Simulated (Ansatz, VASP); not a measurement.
# Ti: VASP beside Ansatz

Contents of INCAR:

```
ALGO     = Fast           # electronic algorithm
EDIFF    = 1E-7           # SCF threshold, eV
ENCUT    = 520            # plane-wave cutoff, eV
GGA      = RP             # functional
ISIF     = 2              # what is computed and relaxed
ISMEAR   = -1             # smearing method
LASPH    = True           # aspherical terms in the spheres
LCHARG   = True           # write CHGCAR
LELF     = True           # ELF
LREAL    = False          # projectors in reciprocal space
LVHAR    = True         
LWAVE    = False          # write WAVECAR
NBANDS   = 19             # bands
NELM     = 80             # most SCF steps
PREC     = Accurate       # precision mode
SIGMA    = 0.05           # smearing width, eV
```

The input KPOINTS:

```
k-points
0
Gamma
  10 10 6
```

Contents of POSCAR:

```
Ti
1.0
    2.9500000000      0.0000000000      0.0000000000
   -1.4750000000      2.5547749412      0.0000000000
    0.0000000000      0.0000000000      4.6800000000
Ti
2
Direct
    0.6666666667      0.3333333333      0.7500000000
    0.3333333333      0.6666666667      0.2500000000
```

input.yaml

```yaml
crystal:
  lattice:
    - [2.95, 0.0, 0.0]
    - [-1.475, 2.5547749412, 0.0]
    - [0.0, 0.0, 4.68]
  atoms:
    - { symbol: Ti, position: [0.6666666667, 0.3333333333, 0.75] }
    - { symbol: Ti, position: [0.3333333333, 0.6666666667, 0.25] }
kpoints:
  mp_grid: { grid: [10, 10, 6] }
  band_path:
    path:
      - [0.0, 0.0, 0.0]
      - [0.5, 0.0, 0.0]
      - [0.3333333333, 0.3333333333, 0.0]
      - [0.0, 0.0, 0.0]
      - [0.0, 0.0, 0.5]
      - [0.5, 0.0, 0.5]
      - [0.3333333333, 0.3333333333, 0.5]
      - [0.0, 0.0, 0.5]
    npoints: 10
scf:
  occupations: { method: fermi_dirac, width: 0.05 }
hamiltonian:
  xc: rpbe
  pseudopotentials: { kind: all_electron, lapw: { basis_error: 0.001 } }
output:
  forces: true
  stress: true
  eigenvalues: true
```

Alike in both runs: functional RPBE; k mesh 10 × 10 × 6; occupations fermi-dirac, width 0.05 eV; no spin polarisation.

|  | VASP | Ansatz |
| --- | --- | --- |
| version | VASP 6.6.1 | Ansatz 0.2.0 |
| potentials or method | VASP PAW PBE potentials, release 64 (Ti_sv) | all-electron LAPW, scalar-relativistic |
| plane-wave cutoff (eV) | 520 | see its input |
| task | single point | band structure |

```tsv
	VASP	Ansatz	Ansatz less VASP
gap on the k mesh at the Fermi level (eV)	none	none	-
pressure (GPa)	1.2	1.6	+0.40
largest component of the traceless stress (GPa)	0.20	0.20	-0.008
```

A gap of «none» marks a metal or a gap that the smearing closes. Ansatz ran all-electron here, so the differences hold the error of VASP's frozen core and of both bases.

Caveats: the PAW data sets were made with another functional, which shifts forces and pressure a little (VASP).
